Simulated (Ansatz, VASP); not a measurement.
Ti: VASP beside Ansatz

```
Ti
1.0
     2.89997    0.00000    0.00000
    -1.44998    2.51145    0.00000
     0.00000    0.00000    4.59058
Ti
2
Direct
  0.33333 0.66667 0.25000
  0.66667 0.33333 0.75000
```

Alike in both runs: functional PBEsol; k mesh 18 × 18 × 10; occupations gaussian, width 0.1 eV; no spin polarisation.

Ansatz relaxed the structure, and its values are those at the end. VASP's run is a single point on that final structure, the one shown.

|  | VASP | Ansatz |
| --- | --- | --- |
| version | VASP 6.6.1 | Ansatz 0.2.0 |
| potentials or method | VASP PAW PBE potentials, release 64 (Ti_sv) | scalar-relativistic, plane waves, PAW |
| plane-wave cutoff (eV) | 520 | 420 |
| valence electrons in the cell | 24 | 24 |

|  | VASP | Ansatz | Ansatz less VASP |
| --- | --- | --- | --- |
| gap on the k mesh at the Fermi level (eV) | none | none | - |
| pressure (GPa) | -0.3 | 0.0 | +0.33 |

A gap of «none» marks a metal or a gap that the smearing closes. Ansatz warned: «pseudo_functional_mismatch».

Caveats: the PAW data sets were made with another functional, which shifts forces and pressure a little (VASP).
